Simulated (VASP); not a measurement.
# Settings for InAs: energy along a vibration (SMASS = -2)

InAs, Fm-3m (no. 225), atoms displaced along the mode, 2 atoms in the cell. PBE, energy along a line of displacements; PAW potentials In_d, As (PBE set). VASP 6.6.1.

Wanted: harmonic frequency within 1 %.

Space group without the displacement: Fm-3m (no. 225); Mode: optical mode at Gamma along x.

POSCAR of the starting run:
```
InAs
1.0
    0.0000000000      2.8773040000      2.8773040000
    2.8773040000      0.0000000000      2.8773040000
    2.8773040000      2.8773040000      0.0000000000
In As
1 1
Direct
    0.5054893799      0.4945106201      0.4945106201
   -0.0084125227      0.0084125227      0.0084125227

    0.0078973074   0.0000000000   0.0000000000
   -0.0121026926   0.0000000000   0.0000000000
```

The series start from k mesh: 5 × 5 × 5; Cutoff (eV): 320; Step along the mode (Å): 0.02; Electronic threshold (eV): 1e-7. Each series keeps the choices made before it, and each single choice may use up half of a tolerance.

## k mesh

| k mesh | Harmonic frequency (THz) | Time (s) |
|---|---|---|
| 2 × 2 × 2 | 3.636 | 16 |
| 3 × 3 × 3 | 3.711 | 18 |
| 4 × 4 × 4 | 2.701 | 26 |
| 5 × 5 × 5 | 3.166 | 35 |
| 6 × 6 × 6 | 3.379 | 51 |
| 7 × 7 × 7 (reference) | 3.413 | 70 |

## Cutoff (eV)

| Cutoff (eV) | Harmonic frequency (THz) | Time (s) |
|---|---|---|
| 170 | 3.398 | 48 |
| 210 | 3.425 | 59 |
| 240 | 3.416 | 60 |
| 280 | 3.411 | 65 |
| 320 | 3.413 | 70 |
| 360 (reference) | 3.42 | 130 |

## Electronic threshold (eV)

| Electronic threshold (eV) | Harmonic frequency (THz) | Time (s) |
|---|---|---|
| 0.001 | 3.412 | 45 |
| 0.0001 | 3.417 | 49 |
| 1e-5 | 3.417 | 50 |
| 1e-6 | 3.417 | 65 |
| 1e-7 | 3.417 | 64 |
| 1e-8 (reference) | 3.417 | 88 |

## Question

The rows run from the loosest to the tightest. For each series: choose the loosest value from which every tighter one stays within half of the tolerance.

## Answer

- k mesh: 7 × 7 × 7, the tightest run, since the next looser one is off by more than half of the tolerance (convergence isn't shown beyond it)
- Cutoff (eV): 210
- Electronic threshold (eV): 0.001

Also changed on the way, by series that aren't shown: Step along the mode (Å): 0.04.

## All choices together

| Input | Harmonic frequency (THz) | Time (s) |
|---|---|---|
| defaults on a coarse mesh (naive) | 3.741 | 3.1 |
| chosen settings | 3.412 | 45 |
| reference settings throughout | 3.417 | 164 |

The chosen settings stay within the tolerance of the reference run, but the reference itself isn't shown to be converged in: k mesh.

## The input

INCAR:
```
  GGA = PE
  PREC = Accurate
  ENCUT = 210
  EDIFF = 0.001
  ALGO = Normal
  LREAL = F
  LASPH = T
  ISMEAR = 0
  SIGMA = 0.03
  ISYM = 0
  LWAVE = F
  LCHARG = F
  IBRION = 0
  SMASS = -2
  POTIM = 1
  NSW = 9
  NELMIN = 4
  IWAVPR = 11
  KPAR = 2
```

KPOINTS:
```
Automatic mesh
0
Gamma
  7 7 7
  0 0 0
```

POSCAR:
```
InAs
1.0
    0.0000000000      2.8773040000      2.8773040000
    2.8773040000      0.0000000000      2.8773040000
    2.8773040000      2.8773040000      0.0000000000
In As
1 1
Direct
    0.5109787598      0.4890212402      0.4890212402
   -0.0168250454      0.0168250454      0.0168250454

    0.0157946147   0.0000000000   0.0000000000
   -0.0242053853   0.0000000000   0.0000000000
```

Commands:
```
cat potpaw_PBE.64/In_d/POTCAR potpaw_PBE.64/As/POTCAR > POTCAR
mpirun -np 2 vasp_std > vasp.out
```

Limits: NELMIN = 4 forces that many electronic steps, so a loose EDIFF looks better here than it is.

The chosen input took VASP 6.6.1 45 s on 2 cores (Intel Xeon Platinum 8259CL @ 2.50GHz (Skylake/Cascade Lake)), a shared host.

## An input that fails: POTIM multiplies the typed steps tenfold

It runs to its end, but against the unchanged starting input it is off by 3969 % in the harmonic frequency.

Changes against the starting input:
```
- POTIM = 1
+ POTIM = 10
```
